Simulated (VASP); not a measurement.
A run of VASP 6.6.1 is set up as follows.

Contents of INCAR:

```
  PREC = Accurate
  ENCUT = 520
  EDIFF = 1E-7
  ISMEAR = 0
  SIGMA = 0.02
  LREAL = F
  LASPH = T
  NELM = 80
  ALGO = Fast
  ISIF = 2
  LWAVE = F
  LCHARG = F
  GGA = PE
  LORBIT = 11
```

The input KPOINTS:

```
regular mesh
0
Gamma
  12 12 2
```

Contents of POSCAR:

```
C
1.0
    2.4562275060      0.0000000000      0.0000000000
   -1.2281137530      2.1271554177      0.0000000000
    0.0000000000      0.0000000000     24.1339601687
C
4
Direct
    0.6666666667      0.3333333333      0.5704754400
    0.3333333333      0.6666666667      0.4295245600
    0.0000000000      0.0000000000      0.4295312300
    0.0000000000      0.0000000000      0.5704687700
```

Potentials or basis: VASP PAW PBE potentials, release 64 (C).

Command:

```console
$ cat potpaw_PBE.64/C/POTCAR > POTCAR
$ mpirun -np 1 vasp_std > vasp.out
```

Problem. Estimate the largest force.

Solution. 0.054 eV/Å.

Problem. Predict the band gap on the k mesh.

Solution. None (metal or under the smearing width).

Forces in eV/Å, atoms in the order of the input:
```
C    0.000  0.000  0.054
C    0.000  0.000 -0.054
C    0.000  0.000 -0.036
C    0.000  0.000  0.036
```
